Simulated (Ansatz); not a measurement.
# Ti: equation of state, part 1 of 2

How stiff is Ti, and at what volume does the pressure vanish? The cell is scaled evenly, atoms carried along, and solved with LAPW, PAW and all-electron datasets made for the crystal.

This is Ti in the fcc structure; at room conditions it is hcp.

Computed with Ansatz 0.2.0 (DFT PBE, scalar-relativistic, unless a step's input says otherwise).

### Step 1. The starting structure

The structure is cubic, space group Fm-3m (No. 225). Conventional cell: a = 4.060 Å, b = 4.060 Å, c = 4.060 Å, α = 90.00°, β = 90.00°, γ = 90.00°. Around Ti (site symmetry m-3m) lie 12 Ti at 2.87 Å.

Structure file:

```xyz
1
Lattice="0.0000 2.0300 2.0300 2.0300 0.0000 2.0300 2.0300 2.0300 0.0000" Properties=species:S:1:pos:R:3 pbc="T T T"
Ti    0.0000    0.0000    0.0000
```

The structure is an experimental refinement, used without relaxation.

### Step 2. Volume × 0.9405, LAPW

File input.yaml:

```yaml
crystal:
  lattice:
    - [0.0, 1.9889123197, 1.9889123197]
    - [1.9889123197, 0.0, 1.9889123197]
    - [1.9889123197, 1.9889123197, 0.0]
  atoms:
    - { symbol: Ti, position: [0.0, 0.0, 0.0] }
kpoints:
  mp_grid: { grid: [15, 15, 15] }
scf:
  occupations: { method: fermi_dirac, width: 0.05 }
hamiltonian:
  xc: pbe
  pseudopotentials: { kind: all_electron, lapw: { basis_error: 0.00025 } }
output:
  forces: true
  stress: true
  eigenvalues: true
```

What it wrote (excerpt; [...] marks lines left out):

```text
LAPW: plane waves up to 8.436 Å⁻¹, error target 2.5e-4 eV per atom; small_component_spin mean_spin; Ti in spheres of 1.406 Å, 12 of its electrons in bands, Dirac shells []
[...]
Pseudopotentials: kind: all_electron
Pseudopotential: Ti, LAPW, valence charge 12, Koelling and Harmon's equation, gaussian nucleus
Functional definition: PBE
[...]
Crystal: 1 atoms, lattice volume = 15.735 Å³
Basis set: ecut = 271.1418997506702 eV, 169 PW (Γ), exchange–correlation at level 2
Bands: 10, of which v1, the nominal top of the filled ones, is band 6 counted from 1 (5 counted from 0)
Symmetry: 48 space group operations
Space group: Fm-3m (ITA 225), of the structure as read, at distance tolerance 2.5e-5 Å
k-points: 120 of 3375
[...]
SCF iter   1: F=—  HF=-23233.368307 eV  |F-HF|=—  |Δ(HF+E_count)|=         —  Δρ=2.20e-2  dr2=4.55e-2  ethr=3.73e-4  ⟨swp⟩=2.9  Hψ=8925  notcnv=0
[...]
the basis was enlarged: its passes take 345.4 KiB over the memory plan, 1 of 1 planned eigensolver slots
[...]
SCF iter   6: F=-23233.218827 eV  HF=-23233.218827 eV  |F-HF|=9.20e-10  |Δ(HF+E_count)|=   2.18e-7  Δρ=3.18e-6  dr2=1.10e-9  ethr=1.34e-9  ⟨swp⟩=2.3  Hψ=3562  notcnv=0
[...]
SCF converged after 6 iterations
Free energy (F): -23233.218827 eV
[...]
E sigma→0 (E₀):  -23233.212272 eV
Entropy (-TS):   -0.013108 eV (-13.108 meV/atom)
Fermi energy:    15.357935 eV
[...]
--- Forces (eV/Å), atoms counted from 1 ---
  atom   1  Ti    -0.00000000    -0.00000000    -0.00000000
[...]
--- Stress (GPa, compression-positive) ---
       12.790357      -0.000000       0.000000
       -0.000000      12.790357      -0.000000
        0.000000      -0.000000      12.790357
  P = ⅓ Tr σ = 12.7904 GPa (127.904 kbar)
--- Band table (eV; the first three rows and the last of 120) ---
  k-point 0: bands = ["-41.1520", "-16.8972", "-16.8972", "-16.8972", "9.0825", "16.2852", "16.2852", "16.2852", "18.1571", "18.1571"]
[...]
```

It took 6.8 s on 1 thread, shared host.

Result: pressure 12.79 GPa; no gap.

### Step 3. Volume × 0.9405, PAW

Edit input.yaml of step 2 so:

```diff
@@ -13,3 +13,3 @@
   xc: pbe
-  pseudopotentials: { kind: all_electron, lapw: { basis_error: 0.00025 } }
+  pseudopotentials: { kind: paw }
 output:
@@ -18 +18,2 @@
   eigenvalues: true
+  efg: { contact_densities: true }
```

What it wrote (excerpt; [...] marks lines left out):

```text
[...]
Pseudopotentials: kind: paw
Pseudopotential: Ti, paw, valence charge 12, recommended cutoff 420 eV (normal)
[... 1 set-up line as earlier in the session ...]
[...]
Crystal: 1 atoms, lattice volume = 15.735 Å³
Basis set: ecut = 420 eV, 331 PW (Γ), exchange–correlation on 40×40×40 points (8 copies of the dense FFT grid, shifted against one another)
Bands: 10, of which v1, the nominal top of the filled ones, is band 6 counted from 1 (5 counted from 0)
[... 2 set-up lines as earlier in the session ...]
k-points: 120 of 3375
[...]
SCF iter   1: F=—  HF=-2499.554512 eV  |F-HF|=—  |Δ(HF+E_count)|=         —  Δρ=3.21e-3  dr2=4.39e-4  ethr=1.77e-3  ⟨swp⟩=4.3  Hψ=6227  notcnv=0
[...]
SCF iter   6: F=-2499.554655 eV  HF=-2499.554655 eV  |F-HF|=1.30e-9  |Δ(HF+E_count)|=  8.39e-10  Δρ=3.37e-6  dr2=1.72e-9  ethr=5.46e-11  ⟨swp⟩=2.0  Hψ=3600  notcnv=0
[...]
SCF converged after 6 iterations
Free energy (F): -2499.554655 eV
[...]
E sigma→0 (E₀):  -2499.548098 eV
Entropy (-TS):   -0.013114 eV (-13.114 meV/atom)
Fermi energy:    14.899437 eV
[...]
--- Forces (eV/Å), atoms counted from 1 ---
  atom   1  Ti    -0.00000000     0.00000000    -0.00000000
[...]
--- Stress (GPa, compression-positive) ---
       12.792045       0.000000       0.000000
       -0.000000      12.792045      -0.000000
        0.000000      -0.000000      12.792045
  P = ⅓ Tr σ = 12.7920 GPa (127.920 kbar)
--- PAW observables at the nuclei: V_zz in 10²¹ V/m², potentials from the cell's mean, atoms counted from 1 ---
  atom   1  Ti V_zz =    +0.000000   η = 0.0000   by run symmetry: forbidden
            electrostatic potential = -2533.249208 V   contact ρ = 56792.771153 e/Å³
--- Band table (eV; the first three rows and the last of 120) ---
  k-point 0: bands = ["-41.6086", "-17.3531", "-17.3531", "-17.3531", "8.6234", "15.8259", "15.8259", "15.8259", "17.6985", "17.6985"]
[...]
```

Wall time 1.8 s (1 thread, shared host).

Read from it: pressure 12.79 GPa; no gap.

### Step 4. Volume × 0.9405, crystal datasets

Edit input.yaml of step 3 so:

```diff
@@ -13,3 +13,3 @@
   xc: pbe
-  pseudopotentials: { kind: paw }
+  pseudopotentials: { kind: all_electron, datasets: crystal }
 output:
```

What it wrote (excerpt; [...] marks lines left out):

```text
[...]
band count auto-derived: 7 (N_el = 4.0; filled up to band 2; 6 by the electrons, moments and atoms)
[...]
[... 1 set-up line as earlier in the session ...]
Pseudopotential: Ti, paw, valence charge 12, recommended cutoff 280 eV (normal), Koelling and Harmon's equation, gaussian nucleus
[... 1 set-up line as earlier in the session ...]
[...]
Crystal: 1 atoms, lattice volume = 15.735 Å³
Basis set: ecut = 280 eV, 169 PW (Γ), exchange–correlation on 32×32×32 points (8 copies of the dense FFT grid, shifted against one another)
Bands: 7, of which v1, the nominal top of the filled ones, is band 2 counted from 1 (1 counted from 0)
[... 2 set-up lines as earlier in the session ...]
k-points: 120 of 3375
[...]
SCF iter   1: F=—  HF=-23233.436224 eV  |F-HF|=—  |Δ(HF+E_count)|=         —  Δρ=5.95e-2  dr2=5.39e-1  ethr=1.35e-2  ⟨swp⟩=2.1  Hψ=5232  notcnv=0
[...]
Fermi energy:    15.357902 eV
[...]
  The terms above E_closure are by the made datasets' own strengths, without shells solved beside the bands.
--- Forces (eV/Å), atoms counted from 1 ---
  atom   1  Ti    -0.00000000     0.00000000    -0.00000000
[...]
--- Stress (GPa, compression-positive) ---
       12.790719       0.000000       0.000000
        0.000000      12.790719       0.000000
       -0.000000       0.000000      12.790719
  P = ⅓ Tr σ = 12.7907 GPa (127.907 kbar)
  It holds what live shells' own plane waves past their cutoff add
--- PAW observables at the nuclei: V_zz in 10²¹ V/m², potentials from the cell's mean, atoms counted from 1 ---
  atom   1  Ti V_zz =    +0.000000   η = 0.0000   by run symmetry: forbidden
            electrostatic potential = -2533.164250 V   contact ρ = 56840.163146 e/Å³
--- Band table (eV; the first three rows and the last of 120) ---
  k-point 0: bands = ["9.0825", "16.2852", "16.2852", "16.2852", "18.1571"]
[...]
```

Run time: 3.1 s. Hardware: 1 thread, shared host.

In short: pressure 12.79 GPa; no gap.

### Step 5. Volume × 0.97, LAPW

File input.yaml:

```yaml
crystal:
  lattice:
    - [0.0, 2.0094935475, 2.0094935475]
    - [2.0094935475, 0.0, 2.0094935475]
    - [2.0094935475, 2.0094935475, 0.0]
  atoms:
    - { symbol: Ti, position: [0.0, 0.0, 0.0] }
kpoints:
  mp_grid: { grid: [15, 15, 15] }
scf:
  occupations: { method: fermi_dirac, width: 0.05 }
hamiltonian:
  xc: pbe
  pseudopotentials: { kind: all_electron, lapw: { basis_error: 0.00025 } }
output:
  forces: true
  stress: true
  eigenvalues: true
```

What it wrote (excerpt; [...] marks lines left out):

```text
LAPW: plane waves up to 8.346 Å⁻¹, error target 2.5e-4 eV per atom; small_component_spin mean_spin; Ti in spheres of 1.421 Å, 12 of its electrons in bands, Dirac shells []
[...]
[... 3 set-up lines as earlier in the session ...]
[...]
Crystal: 1 atoms, lattice volume = 16.229 Å³
Basis set: ecut = 265.37423621060435 eV, 169 PW (Γ), exchange–correlation at level 2
Bands: 10, of which v1, the nominal top of the filled ones, is band 6 counted from 1 (5 counted from 0)
[... 2 set-up lines as earlier in the session ...]
k-points: 120 of 3375
[...]
SCF iter   1: F=—  HF=-23233.406607 eV  |F-HF|=—  |Δ(HF+E_count)|=         —  Δρ=2.17e-2  dr2=4.63e-2  ethr=3.80e-4  ⟨swp⟩=2.9  Hψ=8919  notcnv=0
[...]
the basis was enlarged: its passes take 347.0 KiB over the memory plan, 1 of 1 planned eigensolver slots
[...]
SCF iter   6: F=-23233.251336 eV  HF=-23233.251336 eV  |F-HF|=7.53e-9  |Δ(HF+E_count)|=   4.33e-7  Δρ=4.80e-6  dr2=2.76e-9  ethr=2.04e-9  ⟨swp⟩=2.1  Hψ=3528  notcnv=0
[...]
SCF converged after 6 iterations
Free energy (F): -23233.251336 eV
[...]
E sigma→0 (E₀):  -23233.244669 eV
Entropy (-TS):   -0.013334 eV (-13.334 meV/atom)
Fermi energy:    14.815514 eV
[...]
--- Forces (eV/Å), atoms counted from 1 ---
  atom   1  Ti    -0.00000000     0.00000000    -0.00000000
[...]
--- Stress (GPa, compression-positive) ---
        8.407198       0.000000      -0.000000
        0.000000       8.407198       0.000000
       -0.000000       0.000000       8.407198
  P = ⅓ Tr σ = 8.4072 GPa (84.072 kbar)
--- Band table (eV; the first three rows and the last of 120) ---
  k-point 0: bands = ["-41.7419", "-17.5324", "-17.5324", "-17.5324", "8.5998", "15.7288", "15.7288", "15.7288", "17.5238", "17.5238"]
[...]
```

Run time: 7.4 s. Hardware: 1 thread, shared host.

Result: pressure 8.41 GPa; no gap.

### Step 6. Volume × 0.97, PAW

Edit input.yaml of step 5 so:

```diff
@@ -13,3 +13,3 @@
   xc: pbe
-  pseudopotentials: { kind: all_electron, lapw: { basis_error: 0.00025 } }
+  pseudopotentials: { kind: paw }
 output:
@@ -18 +18,2 @@
   eigenvalues: true
+  efg: { contact_densities: true }
```

What it wrote (excerpt; [...] marks lines left out):

```text
[...]
[... 3 set-up lines as earlier in the session ...]
[...]
Crystal: 1 atoms, lattice volume = 16.229 Å³
Basis set: ecut = 420 eV, 331 PW (Γ), exchange–correlation on 40×40×40 points (8 copies of the dense FFT grid, shifted against one another)
Bands: 10, of which v1, the nominal top of the filled ones, is band 6 counted from 1 (5 counted from 0)
[... 2 set-up lines as earlier in the session ...]
k-points: 120 of 3375
[...]
SCF iter   1: F=—  HF=-2499.587007 eV  |F-HF|=—  |Δ(HF+E_count)|=         —  Δρ=3.04e-3  dr2=4.32e-4  ethr=1.77e-3  ⟨swp⟩=4.3  Hψ=6257  notcnv=0
[...]
SCF iter   6: F=-2499.587170 eV  HF=-2499.587170 eV  |F-HF|=2.46e-9  |Δ(HF+E_count)|=   5.09e-9  Δρ=4.42e-6  dr2=3.15e-9  ethr=1.67e-10  ⟨swp⟩=2.0  Hψ=3624  notcnv=0
[...]
SCF converged after 6 iterations
Free energy (F): -2499.587170 eV
[...]
E sigma→0 (E₀):  -2499.580499 eV
Entropy (-TS):   -0.013341 eV (-13.341 meV/atom)
Fermi energy:    14.371746 eV
[...]
--- Forces (eV/Å), atoms counted from 1 ---
  atom   1  Ti    -0.00000000    -0.00000000     0.00000000
[...]
--- Stress (GPa, compression-positive) ---
        8.408655      -0.000000       0.000000
        0.000000       8.408655       0.000000
        0.000000       0.000000       8.408655
  P = ⅓ Tr σ = 8.4087 GPa (84.087 kbar)
--- PAW observables at the nuclei: V_zz in 10²¹ V/m², potentials from the cell's mean, atoms counted from 1 ---
  atom   1  Ti V_zz =    +0.000000   η = 0.0000   by run symmetry: forbidden
            electrostatic potential = -2532.607018 V   contact ρ = 56792.312937 e/Å³
--- Band table (eV; the first three rows and the last of 120) ---
  k-point 0: bands = ["-42.1838", "-17.9737", "-17.9737", "-17.9737", "8.1554", "15.2843", "15.2843", "15.2843", "17.0800", "17.0800"]
[...]
```

Wall time 1.8 s (1 thread, shared host).

Result: pressure 8.41 GPa; no gap.

(Continued in part 2 of 2.)
